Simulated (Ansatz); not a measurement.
# LiF (Griceite) (Fm-3m) in Ansatz: notebook, part 2 of 2

Ansatz 0.2.0. The steps go on from the part before.

## Step 4: Born charges and dielectric tensor, r2SCAN50+D3(BJ)

File input.yaml:

```yaml
crystal:
  lattice:
    - [0.0, 2.014, 2.014]
    - [2.014, 0.0, 2.014]
    - [2.014, 2.014, 0.0]
  atoms:
    - { symbol: F, position: [0.5, 0.5, 0.5] }
    - { symbol: Li, position: [0.0, 0.0, 0.0] }
hamiltonian:
  xc: r2scan50
  pseudopotentials: { kind: paw }
  dispersion: d3bj
kpoints:
  mp_grid: { grid: [7, 7, 7] }
scf:
  occupations: { method: fixed }
output:
  eigenvalues: true
dielectric:
  method: response
```

Potentials or basis: Ansatz PAW.

The run is started by

```console
$ ansatz run input.yaml --threads 1 --pin off --max-ram 2560MiB --backend cpu --events-out ev --progress --plain --runs-dir out
```

The log of the run:

```text
Warning: the engine holds no damping parameters fitted to this dispersion correction and functional, so the run takes those fitted to r2scan50 beside the three-body term, which d3bj leaves out (hamiltonian.dispersion, under Limitations)
Warning: RAYON_NUM_THREADS=1 ignored (pool sized by the plan → 1); use --threads N
Engine: ansatz 0.2.0, x86_64-unknown-linux-gnu
Pseudopotentials: kind: paw
Pseudopotential: F, paw, valence charge 7, recommended cutoff 500 eV (meta_gga), F.paw.azcp
Pseudopotential: Li, paw, valence charge 3, recommended cutoff 500 eV (meta_gga), Li.paw.azcp
Functional definition: r2SCAN50
  parameter a = 0.5
  parameter k0 = 0.174
  parameter k1 = 0.065
  parameter a1 = 4.9479
  exchange = (1 - a)*r2scan_x(k0 = k0, k1 = k1, a1 = a1) + a*exact_x
  correlation = r2scan_c
davidson cushion auto → on  (no smearing: the cushion is to keep the highest requested band from converging to the state above it; pin scf.eigensolver.cushion to override)
Crystal: 2 atoms, lattice volume = 16.338 Å³
Basis set: ecut = 500 eV, 411 PW (Γ), exchange–correlation on 96×96×96 points (64 copies of the dense FFT grid, shifted against one another)
Bands: 9, of which v1, the nominal top of the filled ones, is band 5 counted from 1 (4 counted from 0)
Symmetry: 48 space group operations
k-points: 20 of 343
Non-local potential: F, projectors of the file, l = 0: 2, l = 1: 2, l = 2: 1
Non-local potential: Li, projectors of the file, l = 0: 3, l = 1: 2, l = 2: 1
PAW form: soft (Blöchl's): semilocal exchange-correlation on the pseudo side does not see the compensation charge
PAW frozen core: F, regenerated for the run's functional, and the local potential with it (the file was generated under x = pbe(κ = 0.804, μ = 0.2195149727645171), c = pbe(β = 0.06672455060314922))
PAW one-centre angular grid: F, 302 points (default); XC on 160 Gauss nodes
PAW one-centre angular grid: Li, 302 points (default); XC on 327 of its mesh's 2665 points in the sphere
Initial density: superposition of atomic densities (neutral atoms: chi_scale 0, normalization atom), corrected by the library's trained network
Initial wavefunctions: pseudopotential atomic-orbital guess
Functional: x = r2scan, c = r2scan; τ floored in thin density (d = 2e-4 eV/Å³), warm-up for x = 0.5 r2scan + 0.5 exact, c = r2scan; τ floored in thin density (d = 2e-4 eV/Å³)
SCF iter   1: F=—  HF=-1018.510413 eV  |F-HF|=—  |Δ(HF+E_count)|=         —  Δρ=7.20e-3  dr2=7.63e-3  dr2_τ=3.22e-2  ethr=1.77e-3  ⟨swp⟩=2.0  Hψ=1358  notcnv=0
preconditioner: auto → none  [insulator: Δε(μ)=10.220 eV  Ē_g=24.531 eV  n_scr=0 (ndim 8)  ℏωp=26.0 eV  f_vac=0.000]
iter 2 solved again at ethr=7.24e-6 eV; its pass at ethr=7.63e-5 eV (dr2=7.24e-4 eV) is discarded
SCF iter   2: F=-1018.553181 eV  HF=-1018.553447 eV  |F-HF|=2.66e-4  |Δ(HF+E_count)|=   4.30e-2  Δρ=4.24e-3  dr2=7.26e-4  dr2_τ=2.69e-4  ethr=7.24e-6  ⟨swp⟩=2.1  Hψ=1083  notcnv=0  defer=1
[... 49 lines left out ...]
the response reads at least the filled bands of the reference SCF and the lowest empty band at each k-point, and that SCF's band table does not vouch for those bands. The notice of the band table in this run's record says why
NSCF: frozen V_eff on 40 k-points
NSCF: frozen V_eff on 5 k-points
DFPT response loops at Γ: preconditioner auto → none (the input reference at scf.mixing.eps_inf says where Resta's filter doesn't serve); β = 0.50; Broyden in place of MSR1
hybrid SCF converged: 1 outer / 2 inner (+0 warm-up), last move |dexx| = 8.53e-14 eV, tail = 1.14e-12 eV
Stability not checked: this state was not tested for a lower state beside it, because the functional holds exact exchange (a hybrid, or Hartree-Fock), whose exchange loop this test does not read (fock_operator; see scf.lower_state_search)
Free energy (F): -1017.738178 eV
Frozen-core exchange: fock
Harris-Foulkes:  -1017.738178 eV  (|F-HF|=0.00e0)
Internal energy: -1017.738178 eV  (E = F + TS)
E sigma→0 (E₀):  -1017.738178 eV
Fermi energy:    -3.576138 eV
--- Per-component energies (eV) ---
  E_band       = -180.256816
  E_kinetic    = 234.613351
  E_local      = -644.154781  (includes V_loc(G=0)·N_el)
  E_nonlocal   = 37.592923
  E_hartree    = 227.425363
  E_xc         = -49.235533
  E_vxc        = -68.292167  (∫ρ·V_xc dr)
  E_exx        = -85.507188  (= α·E_x^exact, valence–valence)
  E_paw        = -181.047823  (= ΣΔE_a)
  E_vpaw       = -26.816287  (= ΣTr[D̂ρ^β])
  E_aug_tail   = 0.001026  (compensation charges beyond the density's cutoff)
  E_vtau       = 2.962765  (kinetic-family band-sum trace: ∫τ·v_τ [+ j·A + Jᵃ·Aᵃ] dr)
  E_ewald      = -557.129686
  E_disp       = -0.225914  (pairwise vdW)
  E_core_change = -0.069915  (= ΣΔE_core)
  E_smearing   = -0.000000  (= −TS)
  E_closure    = -0.000000  (closes the sum)
  Σ components = -1017.738178   (vs F -1017.738178, Δ=0.00e0)
--- Band table (eV; the first three rows and the last of 40) ---
  k-point 0: bands = ["-48.9982", "-27.0906", "-3.5761", "-3.5761", "-3.5761", "11.9660", "27.6925", "27.6925", "27.6925"]
  k-point 1: bands = ["-48.9869", "-27.0072", "-4.1768", "-3.6294", "-3.6294", "12.5712", "23.5119", "25.7968", "25.7968"]
  k-point 2: bands = ["-48.9615", "-26.8121", "-5.3884", "-3.7447", "-3.7447", "13.5380", "20.8872", "23.7520", "23.7520"]
  k-point 39: bands = ["-48.9218", "-26.3918", "-5.9871", "-5.6134", "-4.4110", "17.8036", "18.4032", "21.6924", "22.9454"]
--- Dielectric response (ions clamped): 1 representative field direction + reference, on 40 of 343 k-points (Σ response iterations 20) ---
  k mesh reduced under 8 symmetry operations, with k and −k counted as one. Each operation leaves every solved perturbation unchanged. A smaller set is not considered because the run solves the response to a homogeneous field
  Exact exchange: at most 4 evaluations a response; the last evaluation left at most 0.003 of the energy left before it
  ε∞ (high-frequency dielectric tensor):
        1.863845    -0.000000     0.000000
        0.000000     1.863845    -0.000000
        0.000000     0.000000     1.863845
  Born effective charges Z* (e; rows j = field, columns β = displacement):
    site 0:
        -1.05315   -0.00000    0.00000
         0.00000   -1.05315   -0.00000
         0.00000   -0.00000   -1.05315
    site 1:
         1.05315    0.00000    0.00000
        -0.00000    1.05315    0.00000
         0.00000    0.00000    1.05315
  Z* charge neutrality: 8.924e-5 e pre-enforcement
  k-mesh period / interband length: 19.9 Å / 0.68 Å = 29.28 at k = (0.0000, 0.0000, 0.4286), direct gap 17.607 eV — 14 or more, which is no proof of convergence
```

Wall time 44 s (1 thread of AMD EPYC 7B13 (Zen 3), shared host); peak memory 1.1 GiB.

Results:

| Property | Result |
| --- | --- |
| Free energy | -1017.7382 eV |
| Band gap on the k mesh | 15.54 eV, direct |
| Electronic dielectric tensor (diagonal) | 1.86 |
| Born charges (mean of the diagonal) | F -1.05; Li +1.05 e |

Levels at points of the mesh, in eV from the valence-band top:
```tsv
k point	band 2	band 3	band 4	band 5	band 6	band 7	band 8	band 9
(0.00, 0.00, 0.00)	-23.51	0.00	0.00	0.00	15.54	31.27	31.27	31.27
```

Electronic dielectric tensor:
```
1.86 0.00 0.00
0.00 1.86 0.00
0.00 0.00 1.86
```

Born effective charge tensors (e):
atom 1, F
```
-1.05  0.00  0.00
 0.00 -1.05  0.00
 0.00  0.00 -1.05
```
atom 2, Li
```
1.05 0.00 0.00
0.00 1.05 0.00
0.00 0.00 1.05
```

Caveat: odd divisions of the mesh miss points on the zone boundary, where band edges often lie, so the gap on the mesh can be too wide; the PAW data sets come from PBE, with cores solved anew for the run's functional, which leaves a small shift of forces and pressure; the dispersion damping was fitted for another functional or another form of the correction.

## Step 5: The reference run

An earlier run on the cell as given: functional PBE; potentials or basis Ansatz PAW; cutoff 420 eV (not typed: the program's choice for these potentials); k mesh 11 × 11 × 11; occupations fermi-dirac, width 0.05 eV; no spin polarisation.

* Pressure: 2.1 GPa
* Band gap on the k mesh: 9.09 eV, direct

## Step 6: The runs side by side

```tsv
task	level	potentials or basis	k mesh	cutoff (eV)	smearing	gap on the mesh (eV)	pressure (GPa)
electric field gradients	r2SCAN+D4	JTH PAW	11 × 11 × 11	1500	methfessel-paxton 0.1 eV	10.05	-2.1
Born charges and dielectric tensor	r2SCAN50+D3(BJ)	Ansatz PAW	7 × 7 × 7	500	fixed	15.54	-
single point	PBE	Ansatz PAW	11 × 11 × 11	420	fermi-dirac 0.05 eV	9.09	2.1
```

Alike in all rows: no spin polarisation; cell as given.

Caveats: odd divisions of the mesh miss points on the zone boundary, where band edges often lie, so the gap on the mesh can be too wide; the PAW data sets come from PBE, with cores solved anew for the run's functional, which leaves a small shift of forces and pressure (some runs); the dispersion damping was fitted for another functional or another form of the correction (some runs).

Total energies depend on the potentials used, so only differences within one code and one set of settings carry meaning.

## Step 7: Against experiment

Step 4. Measured high-frequency dielectric constant of LiF: 1.93 (a printed reference work, monograph). This calculation gives 1.86 (-3.4 %).
